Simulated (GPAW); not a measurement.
ZrO2 in GPAW: convergence with k mesh

Crystal: ZrO2.

```xyz
3
Lattice="0.0000 2.5451 2.5451 2.5451 0.0000 2.5451 2.5451 2.5451 0.0000" Properties=species:S:1:pos:R:3 pbc="T T T"
Zr    0.0000    0.0000    0.0000
O     3.8176    3.8176    3.8176
O     1.2725    1.2725    1.2725
```

Measurements of this composition are mostly on another form, of space group No. 14.

```yaml
Program: GPAW 26.7.0
Task: convergence study
Functional: PBEsol
Potentials_or_basis: PAW data sets generated in the run's folder for this functional
Cutoff: 800 eV
Basis: pw
k_mesh: 2 × 2 × 2
Occupations: fermi-dirac, width 0.05 eV
Spin: no spin polarisation
```

These are the settings of the first run; the series varies k mesh, with any setting tied to it.

Hardware: 1 thread of Arm Neoverse V1 (shared host).

The values tried are 2 × 2 × 2, 3 × 3 × 3, 4 × 4 × 4, 5 × 5 × 5, 6 × 6 × 6, 7 × 7 × 7, 8 × 8 × 8, 10 × 10 × 10, 12 × 12 × 12, loosest first. From which on does the gap on the mesh stay within 0.01 eV of the tightest run that finished?

From 8 × 8 × 8 on.

```csv
k mesh,"energy less the tightest run, at zero smearing (meV/atom)",pressure (GPa),gap on the mesh (eV),SCF cycles,CPU time (s),peak memory (GiB)
2 × 2 × 2,190.15,-1.40,2.987,10,7.9,0.16
3 × 3 × 3,1.57,-5.64,3.818,10,8.9,0.16
4 × 4 × 4,0.16,-5.60,3.277,10,12,0.16
5 × 5 × 5,-0.05,-5.60,3.473,10,14,0.16
6 × 6 × 6,0.01,-5.60,3.277,10,18,0.17
7 × 7 × 7,0.01,-5.60,3.366,10,22,0.17
8 × 8 × 8,0.00,-5.60,3.277,10,29,0.18
10 × 10 × 10,0.00,-5.60,3.277,10,44,0.19
12 × 12 × 12,0.00,-5.60,3.277,10,63,0.21
```

Against the tightest run, the energy stays within 1 meV/atom from 4 × 4 × 4 on; the pressure stays within 0.1 GPa from 3 × 3 × 3 on. Meshes of other sizes hit other points, so gaps and Fermi surfaces needn't settle smoothly. The tightest run that finished is the yardstick and may itself not be fully converged.
